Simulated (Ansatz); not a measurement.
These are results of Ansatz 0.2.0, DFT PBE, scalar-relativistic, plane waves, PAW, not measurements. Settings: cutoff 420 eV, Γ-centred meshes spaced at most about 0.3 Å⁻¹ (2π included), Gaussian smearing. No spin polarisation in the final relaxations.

These are static total energies at zero pressure.

Two relaxed structures of ZrSi₂O₆:

A.

```cif
data_structure
_symmetry_space_group_name_H-M 'C222'
_symmetry_Int_Tables_number 21
_cell_length_a 5.2119
_cell_length_b 9.9613
_cell_length_c 6.0403
_cell_angle_alpha 90.000
_cell_angle_beta 90.000
_cell_angle_gamma 90.000
_cell_volume 313.60
loop_
_atom_site_label
_atom_site_type_symbol
_atom_site_symmetry_multiplicity
_atom_site_Wyckoff_symbol
_atom_site_fract_x
_atom_site_fract_y
_atom_site_fract_z
_atom_site_occupancy
Zr1 Zr 2 b 0.50000 0.00000 0.00000 1
Si1 Si 4 k 0.75000 0.25000 0.34476 1
O1 O 8 l 0.20539 0.38203 0.81039 1
O2 O 4 h 0.50000 0.27674 0.50000 1
```

B.

```cif
data_structure
_symmetry_space_group_name_H-M 'I4/mmm'
_symmetry_Int_Tables_number 139
_cell_length_a 3.3728
_cell_length_b 3.3728
_cell_length_c 14.5056
_cell_angle_alpha 90.000
_cell_angle_beta 90.000
_cell_angle_gamma 90.000
_cell_volume 165.01
loop_
_atom_site_label
_atom_site_type_symbol
_atom_site_symmetry_multiplicity
_atom_site_Wyckoff_symbol
_atom_site_fract_x
_atom_site_fract_y
_atom_site_fract_z
_atom_site_occupancy
Zr1 Zr 2 b 0.50000 0.50000 0.00000 1
Si1 Si 4 e 0.50000 0.50000 0.32935 1
O1 O 8 g 0.00000 0.50000 0.40736 1
O2 O 4 d 0.50000 0.00000 0.25000 1
```

Question: Which would you expect to be lower, and how large is the difference?

Answer: A is lower, by 0.94 eV/atom. A has space group C222 (No. 21), 17.4 Å³/atom and a gap of 5.05 eV on its mesh; B has Zr and Si ordered on fluorite sites, space group I4/mmm (No. 139), 9.2 Å³/atom and a gap of 0.34 eV. Counting O atoms around Si and Zr (those within 1.25 times the shortest such distance or 1.15 times the sum of covalent radii, 1.27 where that leaves under three), A has Zr 4, Si 4 and B has Zr 8, Si 8. The lower one is the more open, so pressure narrows the difference. In A, Zr is surrounded by 4 O at 1.96 Å; Si is surrounded by 4 O at 1.63 Å; around O on a site of symmetry 1 lie 1 Si at 1.63 Å and 1 Zr at 1.96 Å; 1 more site not described. In B, Zr has 8 O at 2.16 Å; Si is surrounded by 8 O at 2.03–2.04 Å; O on a site of symmetry 2mm has 2 Si at 2.03 Å, 2 Zr at 2.16 Å and 5 O at 2.28–2.38 Å; 1 more site not described. Both come from invented guesses. A third cell relaxed alike, in C2, lies 7 meV/atom below the lower of the two; the C222 cell fell into it when its atoms were moved at random.

Kohn–Sham gaps at this level usually fall short of measured ones. Cells relaxed within their symmetry can be saddle points; a later kick test found a lower structure for ZrSi2O6 C222.

The large preference for A probably reflects silicon far more than zirconium. Si⁴⁺ is small and forms strong, partly covalent bonds to four oxygens, as at 1.63 Å in A. On a fluorite site it must share its bonding among eight neighbours at 2.03–2.04 Å, each only weakly bound. Zirconium, by contrast, is at home in eightfold coordination, as in zircon and cubic zirconia, and its four neighbours in A are unusually few for an oxide. The open framework therefore appears to win by satisfying silicon at zirconium's expense.

Crowding of the anions adds to the cost of B: O–O contacts of 2.28–2.38 Å are shorter than the edges of an ordinary SiO₄ tetrahedron and imply strong closed-shell repulsion. The same overlap should broaden the O 2p valence band, which, together with weaker Si–O bonding–antibonding splitting, probably explains much of the drop in gap from 5.05 to 0.34 eV. The ordering of these cells does not establish stability against separation into zircon and silica.
